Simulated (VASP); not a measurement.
# Sb (I4/mmm) in VASP: a series of runs, part 2 of 2

VASP 6.6.1.

### 4 Single point, r2SCAN

The input, INCAR:

```
SYSTEM = Sb
PREC = Accurate
ENCUT = 250
EDIFF = 1E-6
ISMEAR = 0
SIGMA = 0.1
LREAL = .FALSE.
LASPH = .TRUE.
NELM = 100
ALGO = Normal
ISIF = 2
LWAVE = .FALSE.
LCHARG = .FALSE.
METAGGA = R2SCAN
LMIXTAU = .TRUE.
ADDGRID = .FALSE.
```

The input, KPOINTS:

```
regular mesh
0
G
  13 13 13
  0 0 0
```

The input, POSCAR:

```
Sb
1.0
   -1.5638750000      1.6131910000      2.7402030000
    1.6104090000     -1.5604430000      2.7365900000
    1.5281950000      1.5247630000     -2.7095380000
Sb
1
Direct
    0.0004760000      0.0218010000      0.0165680000
```

Potentials or basis: VASP PAW PBE potentials, release 64 (Sb).

Started as:

```console
$ cat potpaw_PBE.64/Sb/POTCAR > POTCAR
$ mpirun -np 1 vasp_std > vasp.out
```

OUTCAR:

```text
SYSTEM = Sb
   PREC = Accurate
   ENCUT = 250
   EDIFF = 1E-6
   ISMEAR = 0
   LREAL = .FALSE.
   LASPH = .TRUE.
   NELM = 100
   ISIF = 2
   METAGGA = R2SCAN

 Found   1099 irreducible k-points:

 Following reciprocal coordinates:
            Coordinates               Weight
  0.000000  0.000000  0.000000      1.000000
  0.076923  0.000000  0.000000      2.000000
  0.153846  0.000000  0.000000      2.000000
  0.230769  0.000000 -0.000000      2.000000
  0.307692  0.000000  0.000000      2.000000
  0.384615  0.000000  0.000000      2.000000
   k-points           NKPTS =   1099   k-points in BZ     NKDIM =   1099   number of bands    NBANDS=      6
   number of dos      NEDOS =    301   number of ions     NIONS =      1
   total plane-waves  NPLWV =   5832
   dimension x,y,z NGX =    18 NGY =   18 NGZ =   18
   dimension x,y,z NGXF=    36 NGYF=   36 NGZF=   36
   ions per type =               1
   NGX,Y,Z   is equivalent  to a cutoff of   8.44,  8.46,  8.64 a.u.
   NGXF,Y,Z  is equivalent  to a cutoff of  16.89, 16.92, 17.28 a.u.
 SYSTEM =  Sb
   PREC   = accura    normal or accurate (medium, high low for compatibility)
   ISTART =      0    job   : 0-new  1-cont  2-samecut
   ICHARG =      2    charge: 1-file 2-atom 10-const
   ISPIN  =      1    spin polarized calculation?
   LNONCOLLINEAR =      F non collinear calculations
   LSORBIT =      F    spin-orbit coupling
   LASPH  =      T    aspherical Exc in radial PAW
   ENCUT  =  250.0 eV  18.37 Ry    4.29 a.u.   4.57  4.56  4.47*2*pi/ulx,y,z
   NELM   =    100;   NELMIN=  2; NELMDL= -5     # of ELM steps
   EDIFF  = 0.1E-05   stopping-criterion for ELM
   LREAL  =      F    real-space projection
   EDIFFG = 0.1E-04   stopping-criterion for IOM
   NSW    =      0    number of steps for IOM
   IBRION =     -1    ionic relax: 0-MD 1-quasi-New 2-CG
   NFREE  =      0    steps in history (QN), initial steepest desc. (CG)
   ISIF   =      2    stress and relaxation
   ISYM   =      2    0-nonsym 1-usesym 2-fastsym
   POTIM  = 0.5000    time-step for ionic-motion
   TEBEG  =    0.0;   TEEND  =   0.0 temperature during run
   PSTRESS=    0.0 pullay stress
   NELECT =       5.0000    total number of electrons
   NUPDOWN=      -1.0000    fix difference up-down
   EMIN   =  10.00;   EMAX   =-10.00  energy-range for DOS
   EFERMI =   0.00;   METHOD = LEGACY
   ISMEAR =     0;   SIGMA  =   0.10  broadening in eV -4-tet -1-fermi 0-gaus
   EFERMI_NEDOS =   21; number of points for ismear=-14 and -15
   IALGO  =     38    algorithm
   IMIX   =      4    mixing-type and parameters
     AMIX     =   0.40;   BMIX     =  1.00
     AMIX_MAG =   1.60;   BMIX_MAG =  1.00
  volume/ion in A,a.u.               =      26.96       181.95
  Fermi-wavevector in a.u.,A,eV,Ry     =   0.933573  1.764197 11.858272  0.871558
  Thomas-Fermi vector in A             =   2.060288
   LORBIT       =      0    0 simple, 1 ext, 2 COOP (PROOUT), +10 PAW based schemes
   METAGGA = R2SCAN    functional components
   LHFCALC =     F    Hartree Fock is set to
   AEXX    =    0.0000 exact exchange contribution
   IVDW    =     0    specifies the selected vdW correction
   LEPSILON=     F    determine dielectric tensor
   LRPA    =     F    only Hartree local field effects (RPA)
 non-spin polarized calculation
 Gauss-broadening in eV      SIGMA  =   0.10
  energy-cutoff  :      250.00
  volume of cell :       26.96
 maximum number of plane-waves:       252
   NGX =  9   NGY =  9   NGZ =  9

 number of electron       4.9999999 magnetization

 Free energy of the ion-electron system (eV)
  ---------------------------------------------------
  ext. energy  EPLUGINS =         0.00000000
  ---------------------------------------------------
  free energy    TOTEN  =       -25.26883490 eV

  energy without entropy =      -25.26586434  energy(sigma->0) =      -25.26734962

 E-fermi :   8.4642     XC(G=0): -10.7767

 val. band max:        8.4571400648   @ k =  -0.3077  -0.3846   0.2308
 cond. band min:       8.4661082006   @ k =   0.0769   0.1538   0.0769
 fundamental gap:      0.0089681358
 Fermi energy:         8.4641530205

 k-point     1 :       0.0000    0.0000    0.0000
  band No.  band energies     occupation
      1      -5.1309      2.00000
      2      13.1623      0.00000
      3      14.2056      0.00000
      4      14.2600      0.00000
      5      18.1205      0.00000
      6      19.3535      0.00000

 k-point     2 :       0.0769    0.0000    0.0000
  band No.  band energies     occupation
      1      -5.0073      2.00000
      2      12.5673      0.00000
      3      13.3878      0.00000
      4      14.2107      0.00000
      5      18.3180      0.00000
      6      18.6171      0.00000

 k-point     3 :       0.1538    0.0000    0.0000
  band No.  band energies     occupation
      1      -4.6380      2.00000
      2      10.5262      0.00000
      3      12.5338      0.00000
      4      14.1819      0.00000
      5      17.2624      0.00000
      6      18.6392      0.00000

 k-point     4 :       0.2308    0.0000   -0.0000
  band No.  band energies     occupation
      1      -4.0295      2.00000
      2       8.1588      1.99998
      3      11.7792      0.00000
      4      14.1796      0.00000
      5      16.3896      0.00000
      6      18.5872      0.00000

 k-point     5 :       0.3077    0.0000    0.0000
  band No.  band energies     occupation
      1      -3.2003      2.00000
      2       5.9055      2.00000
      3      11.1319      0.00000
      4      14.2224      0.00000
      5      15.7502      0.00000
      6      18.6607      0.00000

 k-point     6 :       0.3846    0.0000    0.0000
  band No.  band energies     occupation
      1      -2.2114      2.00000
      2       3.9338      2.00000
      3      10.6656      0.00000
      4      14.2951      0.00000
      5      15.3305      0.00000
      6      18.8832      0.00000

 [... further k-points ...]

------------------------ aborting loop because EDIFF is reached ----------------------------------------

  FORCE on cell =-STRESS in cart. coord.  units (eV):
  Direction    XX          YY          ZZ          XY          YZ          ZX
  --------------------------------------------------------------------------------------
  -------------------------------------------------------------------------------------
  Total        0.2185818      0.2223899      0.2734162     -0.0474572      0.0307009      0.0189377
  in kB       12.9889702     13.2152657     16.2474472     -2.8200902      1.8243673      1.1253531
  external PRESSURE =      14.1505610 kB  Pullay stress =       0.0000000 kB

 VOLUME and BASIS-vectors are now :
 -----------------------------------------------------------------------------
  energy-cutoff  :      250.00
  volume of cell :       26.96
      direct lattice vectors                 reciprocal lattice vectors
    -1.563875000  1.613191000  2.740203000     0.002055809  0.316948054  0.179518554
     1.610409000 -1.560443000  2.736590000     0.317083613  0.001847581  0.179876686
     1.528195000  1.524763000 -2.709538000     0.322328449  0.322401118 -0.005843793

 POSITION                                       TOTAL-FORCE (eV/Angst)
 -----------------------------------------------------------------------------------
      0.05968     -0.00799      0.01607         0.000000      0.000000      0.000000
 -----------------------------------------------------------------------------------
    total drift:                                0.000000     -0.000000      0.000001

  FREE ENERGIE OF THE ION-ELECTRON SYSTEM (eV)
  ---------------------------------------------------
  free  energy   TOTEN  =       -25.2688348972 eV

  energy  without entropy=      -25.2658643386  energy(sigma->0) =      -25.26734962
```

Run time: 1.9 min. Hardware: 1 thread of Intel Xeon 6975P-C (Granite Rapids), shared host; peak memory 0.17 GiB.

These settings aren't checked as converged: the numbers below hold their error.

What came out:

```yaml
Free_energy: -25.2688 eV
Pressure: 1.4 GPa
Band_gap_on_the_k_mesh: none (metal or under the smearing width)
```

Caveat: the PAW data sets were made with another functional, which shifts forces and pressure a little.

### 5 Single point, r2SCAN

Edit INCAR of step 4 so:

```diff
@@ -2,3 +2,3 @@
 PREC = Accurate
-ENCUT = 250
+ENCUT = 200
 EDIFF = 1E-6
```

The input, KPOINTS:

```
regular mesh
0
G
  15 15 15
  0 0 0
```

The input, POSCAR:

```
Sb
1.0
   -1.5765401831      1.5765401831      2.7119384313
    1.5765401831     -1.5765401831      2.7119384313
    1.5765401831      1.5765401831     -2.7119384313
Sb
1
Direct
    0.0000000000      0.0000000000      0.0000000000
```

Started as:

```console
$ cat potpaw_PBE.64/Sb/POTCAR > POTCAR
$ mpirun -np 1 vasp_std > vasp.out
```

Wall time 16 s (1 thread of Intel Xeon 6975P-C (Granite Rapids), shared host); peak memory 0.12 GiB.

These settings aren't checked as converged: the numbers below hold their error.

What came out:

```
Free energy            : -25.2571 eV
Pressure               : 1.1 GPa
Band gap on the k mesh : none (metal or under the smearing width)
```

Caveat: the cutoff is under 1.25 times the usual one of these potentials, so pressure, stress and relaxed cells hold a basis-set (Pulay) error; the PAW data sets were made with another functional, which shifts forces and pressure a little.

### 6 Single point, r2SCAN

INCAR is that of step 5.

KPOINTS is that of step 5.

The input, POSCAR:

```
Sb
1.0
   -1.5638750000      1.6131910000      2.7402030000
    1.6104090000     -1.5604430000      2.7365900000
    1.5281950000      1.5247630000     -2.7095380000
Sb
1
Direct
    0.0004760000      0.0218010000      0.0165680000
```

Potentials or basis: VASP PAW PBE potentials, release 64 (Sb).

Started as:

```console
$ cat potpaw_PBE.64/Sb/POTCAR > POTCAR
$ mpirun -np 1 vasp_std > vasp.out
```

OUTCAR:

```text
SYSTEM = Sb
   PREC = Accurate
   ENCUT = 200
   EDIFF = 1E-6
   ISMEAR = 0
   LREAL = .FALSE.
   LASPH = .TRUE.
   NELM = 100
   ISIF = 2
   METAGGA = R2SCAN

 Found   1688 irreducible k-points:

 Following reciprocal coordinates:
            Coordinates               Weight
  0.000000  0.000000  0.000000      1.000000
  0.066667 -0.000000  0.000000      2.000000
  0.133333 -0.000000  0.000000      2.000000
  0.200000 -0.000000 -0.000000      2.000000
  0.266667 -0.000000  0.000000      2.000000
  0.333333 -0.000000  0.000000      2.000000
   k-points           NKPTS =   1688   k-points in BZ     NKDIM =   1688   number of bands    NBANDS=      6
[... 130 lines left out ...]

  FORCE on cell =-STRESS in cart. coord.  units (eV):
  Direction    XX          YY          ZZ          XY          YZ          ZX
  --------------------------------------------------------------------------------------
  -------------------------------------------------------------------------------------
  Total        0.1508701      0.1469877      0.3302908     -0.0966040      0.0501366      0.0443493
  in kB        8.9652851      8.7345760     19.6271527     -5.7405833      2.9793098      2.6354050
  external PRESSURE =      12.4423379 kB  Pullay stress =       0.0000000 kB

 VOLUME and BASIS-vectors are now :
 -----------------------------------------------------------------------------
  energy-cutoff  :      200.00
  volume of cell :       26.96
      direct lattice vectors                 reciprocal lattice vectors
    -1.563875000  1.613191000  2.740203000     0.002055809  0.316948054  0.179518554
     1.610409000 -1.560443000  2.736590000     0.317083613  0.001847581  0.179876686
     1.528195000  1.524763000 -2.709538000     0.322328449  0.322401118 -0.005843793

 POSITION                                       TOTAL-FORCE (eV/Angst)
 -----------------------------------------------------------------------------------
      0.05968     -0.00799      0.01607         0.000000      0.000000      0.000000
 -----------------------------------------------------------------------------------
    total drift:                               -0.000003     -0.000001      0.000001

  FREE ENERGIE OF THE ION-ELECTRON SYSTEM (eV)
  ---------------------------------------------------
  free  energy   TOTEN  =       -25.2610471885 eV

  energy  without entropy=      -25.2575757990  energy(sigma->0) =      -25.25931149
```

OSZICAR:

```text
N       E                     dE             d eps       ncg     rms          rms(c)
DAV:   1    -0.202407333210E+02   -0.20241E+02   -0.10496E+03 20406   0.265E+02
DAV:   2    -0.258023630178E+02   -0.55616E+01   -0.52600E+01 27330   0.486E+01
DAV:   3    -0.258789551469E+02   -0.76592E-01   -0.75350E-01 23922   0.586E+00
DAV:   4    -0.258791057351E+02   -0.15059E-03   -0.15058E-03 28194   0.305E-01
DAV:   5    -0.258791059915E+02   -0.25641E-06   -0.25521E-06 24498   0.897E-03    0.186E+00
DAV:   6    -0.251482472675E+02    0.73086E+00   -0.11948E-01 21606   0.287E+00    0.126E+00
DAV:   7    -0.253820113143E+02   -0.23376E+00   -0.99009E-02 20274   0.269E+00    0.117E-01
DAV:   8    -0.252607699602E+02    0.12124E+00   -0.59450E-02 21318   0.213E+00    0.747E-02
DAV:   9    -0.252594162809E+02    0.13537E-02   -0.54483E-04 26712   0.210E-01    0.877E-02
DAV:  10    -0.252602044058E+02   -0.78812E-03   -0.16450E-03 20472   0.342E-01    0.505E-02
DAV:  11    -0.252596645609E+02    0.53984E-03   -0.42466E-04 21030   0.187E-01    0.647E-02
DAV:  12    -0.252608649772E+02   -0.12004E-02   -0.43657E-04 20430   0.167E-01    0.377E-02
DAV:  13    -0.252609937931E+02   -0.12882E-03   -0.11121E-04 22872   0.105E-01    0.241E-02
DAV:  14    -0.252610334592E+02   -0.39666E-04   -0.38976E-05 22818   0.576E-02    0.609E-03
DAV:  15    -0.252610446068E+02   -0.11148E-04   -0.67241E-06 20616   0.187E-02    0.426E-03
DAV:  16    -0.252610473006E+02   -0.26938E-05   -0.11630E-06 14232   0.890E-03    0.127E-03
DAV:  17    -0.252610471885E+02    0.11212E-06   -0.21409E-07 10452   0.524E-03
   1 F= -.25261047E+02 E0= -.25259311E+02  d E =-.347139E-02
```

stdout:

```text
POSCAR found type information on POSCAR Sb
 POSCAR found :  1 types and       1 ions
 scaLAPACK will be used
 -----------------------------------------------------------------------------
|                                                                             |
|                                                                             |
|     You enforced a specific xc type in the INCAR file but a different       |
|     I HOPE YOU KNOW WHAT YOU ARE DOING!                                     |
|                                                                             |
 -----------------------------------------------------------------------------

 LDA part: xc-table for (None), standard interpolation
 POSCAR, INCAR and KPOINTS ok, starting setup
 FFT: planning ... GRIDC
 FFT: planning ... GRID_SOFT
 FFT: planning ... GRID
 WAVECAR not read
 entering main loop
```

It took 65 s on 1 thread of Intel Xeon 6975P-C (Granite Rapids), shared host; peak memory 0.18 GiB.

These settings aren't checked as converged: the numbers below hold their error.

What came out:

```yaml
Free_energy: -25.2610 eV
Pressure: 1.2 GPa
Band_gap_on_the_k_mesh: none (metal or under the smearing width)
```

Caveat: the cutoff is under 1.25 times the usual one of these potentials, so pressure, stress and relaxed cells hold a basis-set (Pulay) error; the PAW data sets were made with another functional, which shifts forces and pressure a little.

### 7 For comparison

An earlier run on the cell as given: functional PBEsol; potentials or basis VASP PAW PBE potentials, release 64 (Sb); cutoff 520 eV; k mesh 12 × 12 × 12; occupations fermi-dirac, width 0.05 eV; no spin polarisation.

* Pressure: -1.3 GPa
* Band gap on the k mesh: none (metal or under the smearing width)
